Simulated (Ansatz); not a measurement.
C4H6O2 can be A, `C=C=C(O)CO`, or B, `O=C1CCCO1`.

Computed with Ansatz on PBE0-D4/def2-TZVP structures; ΔE is electronic, products minus reactants. CCSD(T)/CBS adds triple-zeta CCSD(T) − MP2 to the extrapolated MP2 energy (def2 sets, frozen cores). DFT in def2-TZVPP. B3LYP here is the variant with VWN-RPA as its local correlation; programs differ in this. Each species was taken in one conformer, which may not be the lowest.

**Question.** Which is lower in electronic energy at CCSD(T)/CBS, and by how much? (Best estimate.)

**Answer.** The calculation gave: B, by 221.5 kJ/mol.

**Question.** Give E(B) − E(A) in kJ/mol with HF/def2-TZVPP, B3LYP-D4, CCSD/def2-TZVPP, PBE-D4, CCSD(T)/def2-TZVPP, B2PLYP, MP2/def2-TZVPP. (Estimate.)

**Answer.** Computed: HF/def2-TZVPP -236.6, B3LYP-D4 -214.0, CCSD/def2-TZVPP -228.9, PBE-D4 -223.4, CCSD(T)/def2-TZVPP -227.4, B2PLYP -222.1, MP2/def2-TZVPP -236.4. None reverses the order clearly.

Largest T1 diagnostic: 0.014.

From PBE to PBE0 (25 % exact exchange), in def2-TZVPP and without D4, E(B) − E(A) moves by −14.6 kJ/mol. The D4 term adds −3.5 kJ/mol with B3LYP and −1.6 kJ/mol with PBE0; it sums over pairs of atoms, weighted by their polarisabilities, and B3LYP, whose exchange is more repulsive, gets the larger term.
